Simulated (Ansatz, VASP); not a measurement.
# Two plane-wave programs on Hf

```
CELL_PARAMETERS angstrom
4.95641 0.00000 0.00000
-2.47821 4.29238 0.00000
0.00000 0.00000 18.04690
ATOMIC_POSITIONS crystal
Hf 0.66667 0.33333 0.38788
Hf 0.33333 0.66667 0.44394
Hf 0.00000 0.00000 0.48982
Hf 0.66667 0.33333 0.53677
Hf 0.33333 0.66667 0.60026
```

Alike in both runs: functional PBE; dispersion D3(BJ); k mesh 6 × 6 × 1; occupations gaussian, width 0.1 eV; no spin polarisation.

Ansatz relaxed the structure, and its values are those at the end. VASP's run is a single point on that final structure, the one shown.

```csv
,VASP,Ansatz
version,VASP 6.6.1,Ansatz 0.2.0
potentials or method,"VASP PAW PBE potentials, release 64 (Hf_pv)","scalar-relativistic, plane waves, PAW"
plane-wave cutoff (eV),520,420
valence electrons in the cell,50,130
```

Ansatz gave:

| Item | Value |
| --- | --- |
| gap on the k mesh at the Fermi level (eV) | none |
| rms of the force components (eV/Å) | 0.322 |

**Question.** Which values does VASP return?

**Answer.** gap on the k mesh at the Fermi level (eV): none; rms of the force components (eV/Å): 0.319.

A gap of «none» marks a metal or a gap that the smearing closes. The two sets of potentials don't hold the same shells in valence.

The runs have no spin-orbit coupling, so splittings on Hf are missing.
